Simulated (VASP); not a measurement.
# Al (Fm-3m) in VASP: further runs

The runs below take Al through single point, with PBE.

Everything below comes from runs of VASP 6.6.1. Logs are shortened: lines on timing, memory, paths and dates and some standing lists are left out, and cuts for length are marked.

## 1. The undisturbed crystal

The structure is cubic, space group Fm-3m (No. 225). Conventional cell: a = 4.050 Å, b = 4.050 Å, c = 4.050 Å, α = 90.00°, β = 90.00°, γ = 90.00°. Al (site symmetry m-3m) has 12 Al at 2.86 Å as nearest neighbours.

## 2. Single point, PBE (grid = ENCUT=340 dk=0.35 cell=3x3x3 ISMEAR=1 SIGMA=0.1 LREAL=Auto EDIFF=1e-06)

Input file INCAR:

```
SYSTEM = Al
  PREC = Accurate
  ENCUT = 340
  EDIFF = 1E-6
  ISMEAR = 1
  SIGMA = 0.1
  LREAL = Auto
  LASPH = .TRUE.
  NELM = 120
  ALGO = Fast
  ISIF = 2
  LWAVE = .FALSE.
  LCHARG = .FALSE.
  GGA = PE
  NBANDS = 68
```

Input file KPOINTS:

```
Automatic mesh
0
G
  3 3 3
  0 0 0
```

Input file POSCAR:

```
Al
1.0
    0.0000000000      6.0744150000      6.0744150000
    6.0744150000      0.0000000000      6.0744150000
    6.0744150000      6.0744150000      0.0000000000
Al
27
Direct
    0.0000000000      0.0000000000      0.0000000000
    0.0000000000      0.0000000000      0.3333333333
    0.0000000000      0.0000000000      0.6666666667
    0.0000000000      0.3333333333      0.0000000000
    0.0000000000      0.3333333333      0.3333333333
    0.0000000000      0.3333333333      0.6666666667
    0.0000000000      0.6666666667      0.0000000000
    0.0000000000      0.6666666667      0.3333333333
    0.0000000000      0.6666666667      0.6666666667
    0.3333333333      0.0000000000      0.0000000000
    0.3333333333      0.0000000000      0.3333333333
    0.3333333333      0.0000000000      0.6666666667
    0.3333333333      0.3333333333      0.0000000000
    0.3333333333      0.3333333333      0.3333333333
    0.3333333333      0.3333333333      0.6666666667
    0.3333333333      0.6666666667      0.0000000000
    0.3333333333      0.6666666667      0.3333333333
    0.3333333333      0.6666666667      0.6666666667
    0.6666666667      0.0000000000      0.0000000000
    0.6666666667      0.0000000000      0.3333333333
    0.6666666667      0.0000000000      0.6666666667
    0.6666666667      0.3333333333      0.0000000000
    0.6666666667      0.3333333333      0.3333333333
    0.6666666667      0.3333333333      0.6666666667
    0.6666666667      0.6666666667      0.0000000000
    0.6666666667      0.6666666667      0.3333333333
    0.6666666667      0.6666666667      0.6666666667
```

Potentials or basis: VASP PAW PBE potentials, release 64 (Al).

Launch:

```bash
$ cat potpaw_PBE.64/Al/POTCAR > POTCAR
$ mpirun -np 1 vasp_std > vasp.out
```

OUTCAR:

```text
SYSTEM = Al
   PREC = Accurate
   ENCUT = 340
   EDIFF = 1E-6
   ISMEAR = 1
   LREAL = Auto
   LASPH = .TRUE.
   NELM = 120
   ISIF = 2
   GGA = PE

 Found      4 irreducible k-points:

 Following reciprocal coordinates:
            Coordinates               Weight
  0.000000  0.000000  0.000000      1.000000
  0.333333  0.000000  0.000000      8.000000
  0.333333  0.333333  0.000000      6.000000
 -0.333333  0.333333  0.000000     12.000000
   k-points           NKPTS =      4   k-points in BZ     NKDIM =      4   number of bands    NBANDS=     68
   number of dos      NEDOS =    301   number of ions     NIONS =     27
   total plane-waves  NPLWV = 157464
   dimension x,y,z NGX =    54 NGY =   54 NGZ =   54
   dimension x,y,z NGXF=   108 NGYF=  108 NGZF=  108
   ions per type =              27
   NGX,Y,Z   is equivalent  to a cutoff of  10.45, 10.45, 10.45 a.u.
   NGXF,Y,Z  is equivalent  to a cutoff of  20.90, 20.90, 20.90 a.u.
 SYSTEM =  Al
   PREC   = accura    normal or accurate (medium, high low for compatibility)
   ISTART =      0    job   : 0-new  1-cont  2-samecut
   ICHARG =      2    charge: 1-file 2-atom 10-const
   ISPIN  =      1    spin polarized calculation?
   LNONCOLLINEAR =      F non collinear calculations
   LSORBIT =      F    spin-orbit coupling
   LASPH  =      T    aspherical Exc in radial PAW
   ENCUT  =  340.0 eV  24.99 Ry    5.00 a.u.  12.92 12.92 12.92*2*pi/ulx,y,z
   NELM   =    120;   NELMIN=  2; NELMDL= -5     # of ELM steps
   EDIFF  = 0.1E-05   stopping-criterion for ELM
   LREAL  =      T    real-space projection
   EDIFFG = 0.1E-04   stopping-criterion for IOM
   NSW    =      0    number of steps for IOM
[... 5 lines left out ...]
   TEBEG  =    0.0;   TEEND  =   0.0 temperature during run
   PSTRESS=    0.0 pullay stress
   NELECT =      81.0000    total number of electrons
   NUPDOWN=      -1.0000    fix difference up-down
   EMIN   =  10.00;   EMAX   =-10.00  energy-range for DOS
   EFERMI =   0.00;   METHOD = LEGACY
   ISMEAR =     1;   SIGMA  =   0.10  broadening in eV -4-tet -1-fermi 0-gaus
   EFERMI_NEDOS =   21; number of points for ismear=-14 and -15
   IALGO  =     68    algorithm
   IMIX   =      4    mixing-type and parameters
     AMIX     =   0.40;   BMIX     =  1.00
     AMIX_MAG =   1.60;   BMIX_MAG =  1.00
  volume/ion in A,a.u.               =      16.60       112.04
  Fermi-wavevector in a.u.,A,eV,Ry     =   0.925526  1.748991 11.654733  0.856599
  Thomas-Fermi vector in A             =   2.051390
   LORBIT       =      0    0 simple, 1 ext, 2 COOP (PROOUT), +10 PAW based schemes
   GGA     = PE    functional components
   LHFCALC =     F    Hartree Fock is set to
   AEXX    =    0.0000 exact exchange contribution
   IVDW    =     0    specifies the selected vdW correction
   LEPSILON=     F    determine dielectric tensor
   LRPA    =     F    only Hartree local field effects (RPA)
 non-spin polarized calculation
 RMM-DIIS sequential band-by-band and
 Methfessel and Paxton  Order N= 1 SIGMA  =   0.10
  energy-cutoff  :      340.00
  volume of cell :      448.27
 maximum number of plane-waves:      6393
 NGX is ok and might be reduce to    54
   NGX = 25   NGY = 25   NGZ = 25

 number of electron      80.9999999 magnetization

 Free energy of the ion-electron system (eV)
  ---------------------------------------------------
  ext. energy  EPLUGINS =         0.00000000
  ---------------------------------------------------
  free energy    TOTEN  =      -100.28550274 eV

  energy without entropy =     -100.25228155  energy(sigma->0) =     -100.27442901

 E-fermi :   7.9196     XC(G=0): -10.1733

 val. band max:        7.8012217750   @ k =   0.3333   0.3333   0.0000
 cond. band min:       7.9451334232   @ k =  -0.3333   0.3333   0.0000
 fundamental gap:      0.1439116482
 Fermi energy:         7.9196444092

 k-point     1 :       0.0000    0.0000    0.0000
  band No.  band energies     occupation
      1      -3.1550      2.00000
      2      -0.1765      2.00000
      3      -0.1765      2.00000
      4      -0.1765      2.00000
      5      -0.1765      2.00000
      6      -0.1765      2.00000
[... 44 lines left out ...]
     51       8.3217     -0.00000
     52       8.4316     -0.00000

 k-point     2 :       0.3333    0.0000    0.0000
  band No.  band energies     occupation
      1      -2.8210      2.00000
      2      -1.8236      2.00000
      3      -0.5045      2.00000
      4      -0.5045      2.00000
      5      -0.5045      2.00000
      6      -0.1771      2.00000
[... 44 lines left out ...]
     51       9.9107     -0.00000
     52       9.9107     -0.00000

 k-point     3 :       0.3333    0.3333    0.0000
  band No.  band energies     occupation
      1      -2.7098      2.00000
      2      -1.3825      2.00000
      3      -1.0526      2.00000
      4      -1.0526      2.00000
      5      -1.0526      2.00000
      6      -1.0526      2.00000
[... 44 lines left out ...]
     51       9.9888      0.00000
     52       9.9888      0.00000

 k-point     4 :      -0.3333    0.3333    0.0000
  band No.  band energies     occupation
      1      -2.2660      2.00000
      2      -1.9340      2.00000
      3      -1.9340      2.00000
      4      -0.9429      2.00000
      5      -0.9429      2.00000
      6       0.3681      2.00000
[... 44 lines left out ...]
     51       9.7569     -0.00000
     52       9.7569     -0.00000
 [bands above 52 left out]

------------------------ aborting loop because EDIFF is reached ----------------------------------------

  FORCE on cell =-STRESS in cart. coord.  units (eV):
  Direction    XX          YY          ZZ          XY          YZ          ZX
  --------------------------------------------------------------------------------------
  -------------------------------------------------------------------------------------
  Total       -0.5183636     -0.5183636     -0.5183636     -0.0000000     -0.0000000     -0.0000000
  in kB       -1.8526855     -1.8526855     -1.8526855     -0.0000000     -0.0000000     -0.0000000
  external PRESSURE =      -1.8526855 kB  Pullay stress =       0.0000000 kB

 VOLUME and BASIS-vectors are now :
 -----------------------------------------------------------------------------
  energy-cutoff  :      340.00
  volume of cell :      448.27
      direct lattice vectors                 reciprocal lattice vectors
     0.000000000  6.074415000  6.074415000    -0.082312453  0.082312453  0.082312453
     6.074415000  0.000000000  6.074415000     0.082312453 -0.082312453  0.082312453
     6.074415000  6.074415000  0.000000000     0.082312453  0.082312453 -0.082312453

 POSITION                                       TOTAL-FORCE (eV/Angst)
 -----------------------------------------------------------------------------------
      0.00000      0.00000      0.00000         0.000000      0.000000     -0.000000
      2.02480      2.02480      0.00000         0.000000     -0.000000      0.000000
      4.04961      4.04961      0.00000         0.000000      0.000000     -0.000000
      2.02480      0.00000      2.02480         0.000000     -0.000000      0.000000
      4.04961      2.02480      2.02480         0.000000     -0.000000     -0.000000
      6.07442      4.04961      2.02480        -0.000000      0.000000     -0.000000
[... 19 lines left out ...]
      6.07442      6.07442      8.09922        -0.000000      0.000000      0.000000
      8.09922      8.09922      8.09922        -0.000000     -0.000000      0.000000
 -----------------------------------------------------------------------------------
    total drift:                               -0.000000     -0.000000     -0.000000

  FREE ENERGIE OF THE ION-ELECTRON SYSTEM (eV)
  ---------------------------------------------------
  free  energy   TOTEN  =      -100.2855027385 eV

  energy  without entropy=     -100.2522815527  energy(sigma->0) =     -100.27442901
```

It took 1.9 min on 1 thread of Intel Xeon Platinum 8488C (Sapphire Rapids), shared host; peak memory 0.36 GiB.

These settings aren't checked as converged: the numbers below hold their error.

Results:

- Free energy: -100.2855 eV
- Pressure: -0.2 GPa
- Band gap on the k mesh: none (metal or under the smearing width)

## 3. Single point, PBE (grid = ENCUT=400 dk=0.35 cell=3x3x3 ISMEAR=1 SIGMA=0.1 LREAL=False EDIFF=1e-06)

Edit INCAR of step 2 so:

```diff
@@ -2,3 +2,3 @@
   PREC = Accurate
-  ENCUT = 340
+  ENCUT = 400
   EDIFF = 1E-6
@@ -6,3 +6,3 @@
   SIGMA = 0.1
-  LREAL = Auto
+  LREAL = .FALSE.
   LASPH = .TRUE.
```

KPOINTS is that of step 2.

POSCAR is that of step 2.

Potentials or basis: VASP PAW PBE potentials, release 64 (Al).

Launch:

```bash
$ cat potpaw_PBE.64/Al/POTCAR > POTCAR
$ mpirun -np 1 vasp_std > vasp.out
```

OUTCAR:

```text
SYSTEM = Al
   PREC = Accurate
   ENCUT = 400
   EDIFF = 1E-6
   ISMEAR = 1
   LREAL = .FALSE.
   LASPH = .TRUE.
   NELM = 120
   ISIF = 2
   GGA = PE

 Found      4 irreducible k-points:

 Following reciprocal coordinates:
            Coordinates               Weight
  0.000000  0.000000  0.000000      1.000000
  0.333333  0.000000  0.000000      8.000000
  0.333333  0.333333  0.000000      6.000000
 -0.333333  0.333333  0.000000     12.000000
   k-points           NKPTS =      4   k-points in BZ     NKDIM =      4   number of bands    NBANDS=     68
   number of dos      NEDOS =    301   number of ions     NIONS =     27
   total plane-waves  NPLWV = 175616
   dimension x,y,z NGX =    56 NGY =   56 NGZ =   56
   dimension x,y,z NGXF=   112 NGYF=  112 NGZF=  112
   ions per type =              27
   NGX,Y,Z   is equivalent  to a cutoff of  10.84, 10.84, 10.84 a.u.
   NGXF,Y,Z  is equivalent  to a cutoff of  21.67, 21.67, 21.67 a.u.
 SYSTEM =  Al
   PREC   = accura    normal or accurate (medium, high low for compatibility)
   ISTART =      0    job   : 0-new  1-cont  2-samecut
   ICHARG =      2    charge: 1-file 2-atom 10-const
   ISPIN  =      1    spin polarized calculation?
   LNONCOLLINEAR =      F non collinear calculations
   LSORBIT =      F    spin-orbit coupling
   LASPH  =      T    aspherical Exc in radial PAW
   ENCUT  =  400.0 eV  29.40 Ry    5.42 a.u.  14.01 14.01 14.01*2*pi/ulx,y,z
   NELM   =    120;   NELMIN=  2; NELMDL= -5     # of ELM steps
   EDIFF  = 0.1E-05   stopping-criterion for ELM
   LREAL  =      F    real-space projection
[... 7 lines left out ...]
   TEBEG  =    0.0;   TEEND  =   0.0 temperature during run
   PSTRESS=    0.0 pullay stress
   NELECT =      81.0000    total number of electrons
   NUPDOWN=      -1.0000    fix difference up-down
   EMIN   =  10.00;   EMAX   =-10.00  energy-range for DOS
   EFERMI =   0.00;   METHOD = LEGACY
   ISMEAR =     1;   SIGMA  =   0.10  broadening in eV -4-tet -1-fermi 0-gaus
   EFERMI_NEDOS =   21; number of points for ismear=-14 and -15
   IALGO  =     68    algorithm
   IMIX   =      4    mixing-type and parameters
     AMIX     =   0.40;   BMIX     =  1.00
     AMIX_MAG =   1.60;   BMIX_MAG =  1.00
  volume/ion in A,a.u.               =      16.60       112.04
  Fermi-wavevector in a.u.,A,eV,Ry     =   0.925526  1.748991 11.654733  0.856599
  Thomas-Fermi vector in A             =   2.051390
   LORBIT       =      0    0 simple, 1 ext, 2 COOP (PROOUT), +10 PAW based schemes
   GGA     = PE    functional components
   LHFCALC =     F    Hartree Fock is set to
   AEXX    =    0.0000 exact exchange contribution
   IVDW    =     0    specifies the selected vdW correction
   LEPSILON=     F    determine dielectric tensor
   LRPA    =     F    only Hartree local field effects (RPA)
 non-spin polarized calculation
 RMM-DIIS sequential band-by-band and
 Methfessel and Paxton  Order N= 1 SIGMA  =   0.10
  energy-cutoff  :      400.00
  volume of cell :      448.27
 maximum number of plane-waves:      8154
   NGX = 29   NGY = 29   NGZ = 29

 number of electron      81.0000000 magnetization

 Free energy of the ion-electron system (eV)
  ---------------------------------------------------
  ext. energy  EPLUGINS =         0.00000000
  ---------------------------------------------------
  free energy    TOTEN  =      -100.30971597 eV

  energy without entropy =     -100.27651812  energy(sigma->0) =     -100.29865002

 E-fermi :   7.9185     XC(G=0): -10.1733

 val. band max:        7.7998435697   @ k =   0.3333   0.3333   0.0000
 cond. band min:       7.9439911551   @ k =  -0.3333   0.3333   0.0000
 fundamental gap:      0.1441475854
 Fermi energy:         7.9184986946

 k-point     1 :       0.0000    0.0000    0.0000
  band No.  band energies     occupation
      1      -3.1550      2.00000
      2      -0.1768      2.00000
      3      -0.1768      2.00000
      4      -0.1768      2.00000
      5      -0.1768      2.00000
      6      -0.1768      2.00000
[... 44 lines left out ...]
     51       8.3204     -0.00000
     52       8.4305     -0.00000

 k-point     2 :       0.3333    0.0000    0.0000
  band No.  band energies     occupation
      1      -2.8210      2.00000
      2      -1.8237      2.00000
      3      -0.5048      2.00000
      4      -0.5048      2.00000
      5      -0.5048      2.00000
      6      -0.1774      2.00000
[... 44 lines left out ...]
     51       9.9092     -0.00000
     52       9.9092     -0.00000

 k-point     3 :       0.3333    0.3333    0.0000
  band No.  band energies     occupation
      1      -2.7098      2.00000
      2      -1.3827      2.00000
      3      -1.0529      2.00000
      4      -1.0529      2.00000
      5      -1.0529      2.00000
      6      -1.0529      2.00000
[... 44 lines left out ...]
     51       9.9875      0.00000
     52       9.9875      0.00000

 k-point     4 :      -0.3333    0.3333    0.0000
  band No.  band energies     occupation
      1      -2.2661      2.00000
      2      -1.9342      2.00000
      3      -1.9342      2.00000
      4      -0.9431      2.00000
      5      -0.9431      2.00000
      6       0.3678      2.00000
[... 44 lines left out ...]
     51       9.7561     -0.00000
     52       9.7561     -0.00000
 [bands above 52 left out]

------------------------ aborting loop because EDIFF is reached ----------------------------------------

  FORCE on cell =-STRESS in cart. coord.  units (eV):
  Direction    XX          YY          ZZ          XY          YZ          ZX
  --------------------------------------------------------------------------------------
  -------------------------------------------------------------------------------------
  Total       -0.5625453     -0.5625453     -0.5625453      0.0000000     -0.0000000      0.0000000
  in kB       -2.0105956     -2.0105956     -2.0105956      0.0000000     -0.0000000      0.0000000
  external PRESSURE =      -2.0105956 kB  Pullay stress =       0.0000000 kB

 VOLUME and BASIS-vectors are now :
 -----------------------------------------------------------------------------
  energy-cutoff  :      400.00
  volume of cell :      448.27
      direct lattice vectors                 reciprocal lattice vectors
     0.000000000  6.074415000  6.074415000    -0.082312453  0.082312453  0.082312453
     6.074415000  0.000000000  6.074415000     0.082312453 -0.082312453  0.082312453
     6.074415000  6.074415000  0.000000000     0.082312453  0.082312453 -0.082312453

 POSITION                                       TOTAL-FORCE (eV/Angst)
 -----------------------------------------------------------------------------------
      0.00000      0.00000      0.00000         0.000000      0.000000     -0.000000
      2.02480      2.02480      0.00000         0.000000     -0.000000     -0.000000
      4.04961      4.04961      0.00000         0.000000      0.000000     -0.000000
      2.02480      0.00000      2.02480        -0.000000      0.000000      0.000000
      4.04961      2.02480      2.02480        -0.000000     -0.000000      0.000000
      6.07442      4.04961      2.02480        -0.000000      0.000000      0.000000
[... 19 lines left out ...]
      6.07442      6.07442      8.09922        -0.000000      0.000000      0.000000
      8.09922      8.09922      8.09922        -0.000000     -0.000000     -0.000000
 -----------------------------------------------------------------------------------
    total drift:                               -0.000000     -0.000000     -0.000000

  FREE ENERGIE OF THE ION-ELECTRON SYSTEM (eV)
  ---------------------------------------------------
  free  energy   TOTEN  =      -100.3097159744 eV

  energy  without entropy=     -100.2765181220  energy(sigma->0) =     -100.29865002
```

Run time: 2 min. Hardware: 1 thread of Intel Xeon Platinum 8488C (Sapphire Rapids), shared host; peak memory 0.41 GiB.

The run converged, but some of its settings lie outside the range that counts as converged, so its numbers aren't taken as properties of the crystal.

Results:

| Item | Value |
| --- | --- |
| Free energy | -100.3097 eV |
| Pressure | -0.2 GPa |
| Band gap on the k mesh | none (metal or under the smearing width) |

(Part 1 of 2 ends here.)
